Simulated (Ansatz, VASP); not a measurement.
## One calculation of Al, two programs

File POSCAR:

```
Al
1.0
   -1.5945687902      1.5964919849      1.5884185739
    1.5979143477     -1.6182681580      1.6135403044
    1.6030428668      1.6267422346     -1.6101947470
Al
1
Direct
    0.0000000000      0.0000000000      0.0000000000
```

INCAR.step1

```
PREC = Accurate ; ENCUT = 520
ISMEAR = -1 ; SIGMA = 0.15
LREAL = F ; LASPH = T
NELM = 100 ; NBANDS = 8
GGA = PE ; ALGO = Normal
EDIFF = 1E-4 ; LWAVE = T
LCHARG = F
```

INCAR.step2

```
PREC = Accurate ; ENCUT = 520
EDIFF = 1E-6 ; ISMEAR = -1
SIGMA = 0.15 ; LREAL = F
LASPH = T ; NELM = 100
ALGO = Normal ; ISIF = 2
LWAVE = F ; LCHARG = F
METAGGA = R2SCAN ; LMIXTAU = T
NBANDS = 8 ; ISTART = 1
```

KPOINTS

```
regular mesh
0
Gamma
  9 9 9
```

Input for Ansatz:

```yaml
crystal:
  lattice:
    - [-1.5945687902425385, 1.5964919849239707, 1.5884185739175416]
    - [1.5979143476571134, -1.618268158035605, 1.6135403044437506]
    - [1.6030428668075993, 1.626742234600666, -1.6101947470291758]
  atoms:
    - { symbol: Al, position: [0.0, 0.0, 0.0] }
basis:
  ecutwfc: 650.0
  xc_grid: 2
kpoints:
  mp_grid:
    grid: [9, 9, 9]
hamiltonian:
  xc: r2scan
scf:
  convergence:
    dr2_threshold: 1.0e-09
  occupations:
    method: fermi_dirac
    width: 0.15
output:
  forces: true
  stress: true
```

This isn't the form of Al at room conditions, which is fcc.

Alike in both runs: task single point; functional r2SCAN; k mesh 9 × 9 × 9; occupations fermi-dirac, width 0.15 eV; no spin polarisation.

|  | VASP | Ansatz |
| --- | --- | --- |
| version | VASP 6.6.1 | Ansatz 0.2.0 |
| potentials or method | VASP PAW PBE potentials, release 64 (Al) | plane waves, PAW |
| plane-wave cutoff (eV) | 520 | 650 |
| valence electrons in the cell | 3 | 3 |

```tsv
	VASP	Ansatz	Ansatz less VASP
pressure (GPa)	-1.8	-1.5	+0.29
largest component of the traceless stress (GPa)	0.58	0.58	+0.001
```

Ansatz warned: «stress_scf_threshold_loose».

Caveats: the PAW data sets were made with another functional, which shifts forces and pressure a little (VASP).
